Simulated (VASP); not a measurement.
# ZrN (Fm-3m) in VASP: further runs, part 2 of 2

VASP 6.6.1. Earlier steps stand in the parts before.

## Step 6: Relaxation of cell and atoms, PBE

This run uses another cell than the first one, of 12.13 Å³/atom, 1.027 times its volume.

Input file INCAR:

```
ALGO = Normal ; EDIFF = 1E-7
EDIFFG = -0.005 ; ENCUT = 600
GGA = PE ; IBRION = 2
ISIF = 3 ; ISMEAR = 1
LASPH = True ; LCHARG = False
LREAL = False ; LWAVE = False
NELM = 80 ; NSW = 90
PREC = Accurate ; SIGMA = 0.1
```

Input file KPOINTS:

```
k-points
0
Gamma
  14 14 14
```

Input file POSCAR:

```
ZrN                                     
1.0
   -0.0000000000      2.2978267822      2.2978267822
    2.2978267822     -0.0000000000      2.2978267822
    2.2978267822      2.2978267822      0.0000000000
  Zr              N             
     1     1
Direct
     0.5000000000000000    0.5000000000000000    0.5000000000000000
     0.0000000000000000    0.0000000000000000    0.0000000000000000
```

Potentials or basis: VASP PAW PBE potentials, release 64 (Zr_sv, N).

Started as:

```sh
> cat potpaw_PBE.64/Zr_sv/POTCAR potpaw_PBE.64/N/POTCAR > POTCAR
> mpirun -np 1 vasp_std > vasp.out
```

OUTCAR:

```text
EDIFF = 1E-7
   EDIFFG = -0.005
   ENCUT = 600
   GGA = PE
   IBRION = 2
   ISIF = 3
   ISMEAR = 1
   LASPH = True
   LREAL = False
   NELM = 80
   NSW = 90
   PREC = Accurate

 ion  position               nearest neighbor table
   1  0.500  0.500  0.500-   2 2.30   2 2.30   2 2.30   2 2.30   2 2.30   2 2.30
   2  0.000  0.000  0.000-   1 2.30   1 2.30   1 2.30   1 2.30   1 2.30   1 2.30

  LATTYP: Found a face centered cubic cell.
 ALAT       =     4.5956535644

  Lattice vectors:

 A1 = (   0.0000000000,   2.2978267822,   2.2978267822)
 A2 = (   2.2978267822,   0.0000000000,   2.2978267822)
 A3 = (   2.2978267822,   2.2978267822,   0.0000000000)

Analysis of symmetry for initial positions (statically):
=====================================================================
 Subroutine PRICEL returns:
 Original cell was already a primitive cell.

 Routine SETGRP: Setting up the symmetry group for a
 face centered cubic supercell.

 Subroutine GETGRP returns: Found 48 space group operations
 (whereof 48 operations were pure point group operations)
 out of a pool of 48 trial point group operations.

The static configuration has the point symmetry O_h .

Analysis of symmetry for dynamics (positions and initial velocities):
=====================================================================
 Subroutine PRICEL returns:
 Original cell was already a primitive cell.

 Routine SETGRP: Setting up the symmetry group for a
 face centered cubic supercell.

 Subroutine GETGRP returns: Found 48 space group operations
 (whereof 48 operations were pure point group operations)
 out of a pool of 48 trial point group operations.

The dynamic configuration has the point symmetry O_h .

 Subroutine INISYM returns: Found 48 space group operations
 (whereof 48 operations are pure point group operations),
 and found     1 'primitive' translations

----------------------------------------------------------------------------------------

                                     Primitive cell

  volume of cell :      24.2651

  direct lattice vectors                    reciprocal lattice vectors
     0.000000000  2.297826782  2.297826782    -0.217596907  0.217596907  0.217596907
     2.297826782  0.000000000  2.297826782     0.217596907 -0.217596907  0.217596907
     2.297826782  2.297826782  0.000000000     0.217596907  0.217596907 -0.217596907

  length of vectors
     3.249617799  3.249617799  3.249617799     0.376888898  0.376888898  0.376888898

  position of ions in fractional coordinates (direct lattice)
     0.500000000  0.500000000  0.500000000
     0.000000000  0.000000000  0.000000000

  ion indices of the primitive-cell ions
   primitive index   ion index
                 1           1
                 2           2

----------------------------------------------------------------------------------------

 KPOINTS: k-points

Automatic generation of k-mesh.
 Grid dimensions read from file:
 generate k-points for:   14   14   14

 Generating k-lattice:

  Cartesian coordinates                     Fractional coordinates (reciprocal lattice)
    -0.015542636  0.015542636  0.015542636     0.071428571  0.000000000  0.000000000
     0.015542636 -0.015542636  0.015542636     0.000000000  0.071428571  0.000000000
     0.015542636  0.015542636 -0.015542636     0.000000000  0.000000000  0.071428571

  Length of vectors
     0.026920636  0.026920636  0.026920636

  Shift w.r.t. Gamma in fractional coordinates (k-lattice)
     0.000000000  0.000000000  0.000000000

 Subroutine IBZKPT returns following result:
 ===========================================

 Found    104 irreducible k-points:

 Following reciprocal coordinates:
            Coordinates               Weight
  0.000000  0.000000  0.000000      1.000000
  0.071429  0.000000  0.000000      8.000000
  0.142857  0.000000  0.000000      8.000000
  0.214286  0.000000  0.000000      8.000000
  0.285714  0.000000  0.000000      8.000000
  0.357143  0.000000  0.000000      8.000000
[... 16 lines left out ...]
  0.214286  0.142857  0.000000     24.000000
  0.285714  0.142857  0.000000     24.000000
 [... further k-points ...]
   k-points           NKPTS =    104   k-points in BZ     NKDIM =    104   number of bands    NBANDS=     12
   number of dos      NEDOS =    301   number of ions     NIONS =      2
   total plane-waves  NPLWV =  21952
   dimension x,y,z NGX =    28 NGY =   28 NGZ =   28
   dimension x,y,z NGXF=    56 NGYF=   56 NGZF=   56
   ions per type =               1   1
   NGX,Y,Z   is equivalent  to a cutoff of  14.32, 14.32, 14.32 a.u.
   NGXF,Y,Z  is equivalent  to a cutoff of  28.65, 28.65, 28.65 a.u.
 SYSTEM =  unknown system
   PREC   = accura    normal or accurate (medium, high low for compatibility)
   ISTART =      0    job   : 0-new  1-cont  2-samecut
   ICHARG =      2    charge: 1-file 2-atom 10-const
   ISPIN  =      1    spin polarized calculation?
   LNONCOLLINEAR =      F non collinear calculations
   LSORBIT =      F    spin-orbit coupling
   LASPH  =      T    aspherical Exc in radial PAW
   ENCUT  =  600.0 eV  44.10 Ry    6.64 a.u.   6.49  6.49  6.49*2*pi/ulx,y,z
   NELM   =     80;   NELMIN=  2; NELMDL= -5     # of ELM steps
   EDIFF  = 0.1E-06   stopping-criterion for ELM
   LREAL  =      F    real-space projection
   EDIFFG = -.5E-02   stopping-criterion for IOM
   NSW    =     90    number of steps for IOM
   IBRION =      2    ionic relax: 0-MD 1-quasi-New 2-CG
   NFREE  =      1    steps in history (QN), initial steepest desc. (CG)
   ISIF   =      3    stress and relaxation
   ISYM   =      2    0-nonsym 1-usesym 2-fastsym
   POTIM  = 0.5000    time-step for ionic-motion
   TEBEG  =    0.0;   TEEND  =   0.0 temperature during run
   PSTRESS=    0.0 pullay stress
   NELECT =      17.0000    total number of electrons
   NUPDOWN=      -1.0000    fix difference up-down
   EMIN   =  10.00;   EMAX   =-10.00  energy-range for DOS
   EFERMI =   0.00;   METHOD = LEGACY
   ISMEAR =     1;   SIGMA  =   0.10  broadening in eV -4-tet -1-fermi 0-gaus
   EFERMI_NEDOS =   21; number of points for ismear=-14 and -15
   IALGO  =     38    algorithm
   IMIX   =      4    mixing-type and parameters
     AMIX     =   0.40;   BMIX     =  1.00
     AMIX_MAG =   1.60;   BMIX_MAG =  1.00
  volume/ion in A,a.u.               =      12.13        81.87
  Fermi-wavevector in a.u.,A,eV,Ry     =   1.453998  2.747658 28.764221  2.114111
  Thomas-Fermi vector in A             =   2.571200
   LORBIT       =      0    0 simple, 1 ext, 2 COOP (PROOUT), +10 PAW based schemes
   GGA     = PE    functional components
   LHFCALC =     F    Hartree Fock is set to
   AEXX    =    0.0000 exact exchange contribution
   IVDW    =     0    specifies the selected vdW correction
   LEPSILON=     F    determine dielectric tensor
   LRPA    =     F    only Hartree local field effects (RPA)
 conjugate gradient relaxation of ions
 non-spin polarized calculation
 Methfessel and Paxton  Order N= 1 SIGMA  =   0.10
  energy-cutoff  :      600.00
  volume of cell :       24.27
 maximum number of plane-waves:       869
 NGX is ok and might be reduce to    28
   NGX = 13   NGY = 13   NGZ = 13

 number of electron      17.0000000 magnetization

 Free energy of the ion-electron system (eV)
  ---------------------------------------------------
  ext. energy  EPLUGINS =         0.00000000
  ---------------------------------------------------
  free energy    TOTEN  =       -20.36835985 eV

  energy without entropy =      -20.36732563  energy(sigma->0) =      -20.36801511

 E-fermi :  11.8963     XC(G=0): -12.4673

 val. band max:       11.8916490811   @ k =   0.5000   0.2143   0.0000
 cond. band min:      11.9039345123   @ k =   0.3571   0.1429   0.0714
 fundamental gap:      0.0122854313
 Fermi energy:        11.8963347787

 k-point     1 :       0.0000    0.0000    0.0000
  band No.  band energies     occupation
      1     -37.7352      2.00000
      2     -15.3634      2.00000
      3     -15.3634      2.00000
      4     -15.3634      2.00000
      5      -4.3621      2.00000
      6       9.2343      2.00000
      7       9.2343      2.00000
      8       9.2343      2.00000
      9      11.4808      2.00000
     10      11.4808      2.00000
     11      11.4808      2.00000
     12      13.4445     -0.00000
[... 331 lines left out ...]
 k-point    24 :       0.2857    0.1429    0.0000
  band No.  band energies     occupation
      1     -37.6545      2.00000
      2     -15.9329      2.00000
      3     -15.4881      2.00000
      4     -15.4702      2.00000
      5      -3.3528      2.00000
      6       5.9571      2.00000
      7       7.6038      2.00000
      8       7.9286      2.00000
      9      10.9239      2.00000
     10      13.9599      0.00000
     11      13.9737      0.00000
     12      15.2561      0.00000

 [... further k-points ...]
[... 5 lines left out ...]
  --------------------------------------------------------------------------------------
  -------------------------------------------------------------------------------------
  Total        0.0006440      0.0006440      0.0006440      0.0000000      0.0000000      0.0000000
  in kB        0.0425197      0.0425197      0.0425197      0.0000000      0.0000000      0.0000000
  external PRESSURE =       0.0425197 kB  Pullay stress =       0.0000000 kB

 VOLUME and BASIS-vectors are now :
 -----------------------------------------------------------------------------
  energy-cutoff  :      600.00
  volume of cell :       24.27
      direct lattice vectors                 reciprocal lattice vectors
     0.000000000  2.297826782  2.297826782    -0.217596907  0.217596907  0.217596907
     2.297826782  0.000000000  2.297826782     0.217596907 -0.217596907  0.217596907
     2.297826782  2.297826782  0.000000000     0.217596907  0.217596907 -0.217596907

 POSITION                                       TOTAL-FORCE (eV/Angst)
 -----------------------------------------------------------------------------------
      2.29783      2.29783      2.29783         0.000000     -0.000000     -0.000000
      0.00000      0.00000      0.00000        -0.000000      0.000000      0.000000
 -----------------------------------------------------------------------------------
    total drift:                                0.000000      0.000000      0.000000

  FREE ENERGIE OF THE ION-ELECTRON SYSTEM (eV)
  ---------------------------------------------------
  free  energy   TOTEN  =       -20.3683598519 eV

  energy  without entropy=      -20.3673256277  energy(sigma->0) =      -20.36801511

 reached required accuracy - stopping structural energy minimisation
```

CONTCAR:

```text
ZrN
   1.00000000000000
     0.0000000000000000    2.2978267822000000    2.2978267822000000
     2.2978267822000000    0.0000000000000000    2.2978267822000000
     2.2978267822000000    2.2978267822000000    0.0000000000000000
  Zr              N
     1     1
Direct
     0.5000000000000000    0.5000000000000000    0.5000000000000000
     0.0000000000000000    0.0000000000000000    0.0000000000000000

  0.00000000E+00  0.00000000E+00  0.00000000E+00
  0.00000000E+00  0.00000000E+00  0.00000000E+00
```

It took 18 s on 1 thread of Intel Xeon 6975P-C (Granite Rapids), shared host; peak memory 0.18 GiB.

Results:

```yaml
Free_energy: -20.3684 eV
Pressure_after_relaxing: 0.0 GPa
Band_gap_on_the_k_mesh: none (metal or under the smearing width)
```

Final structure:
```xyz
2
Lattice="0.0000 2.2978 2.2978 2.2978 0.0000 2.2978 2.2978 2.2978 0.0000" Properties=species:S:1:pos:R:3 pbc="T T T"
Zr    2.2978    2.2978    2.2978
N     0.0000    0.0000    0.0000
```

Levels at points of the mesh, in eV from the Fermi level:
| k point | band 6 | band 7 | band 8 | band 9 | band 10 | band 11 | band 12 |
| --- | --- | --- | --- | --- | --- | --- | --- |
| (0.00, 0.00, 0.00) | -2.66 | -2.66 | -2.66 | -0.42 | -0.42 | -0.42 | 1.55 |
| (0.50, 0.00, 0.00) | -7.64 | -5.67 | -5.67 | 2.97 | 3.03 | 3.03 | 4.70 |
| (0.50, 0.50, 0.00) | -4.58 | -3.47 | -3.17 | -3.17 | 3.32 | 4.46 | 4.46 |

Caveat: the relaxation stopped at its first step, so nothing moved.

## Step 7: The runs side by side

```tsv
level	potentials or basis	gap on the mesh (eV)	pressure (GPa)
PBEsol	VASP PAW PBE potentials, release 64 (Zr_sv, N)	none	0.0
LDA	VASP PAW LDA potentials, release 64 (Zr_sv, N)	none	0.0
PBE	VASP PAW PBE potentials, release 64 (Zr_sv, N)	none	0.0
```

Alike in all rows: task relaxation of cell and atoms; no spin polarisation; cell relaxed; k mesh 14 × 14 × 14; cutoff (eV) 600; smearing methfessel-paxton 0.1 eV.

Caveats: the relaxation stopped at its first step, so nothing moved (some runs); the PAW data sets were made with another functional, which shifts forces and pressure a little (some runs).

Total energies depend on the potentials used, so only differences within one code and one set of settings carry meaning.
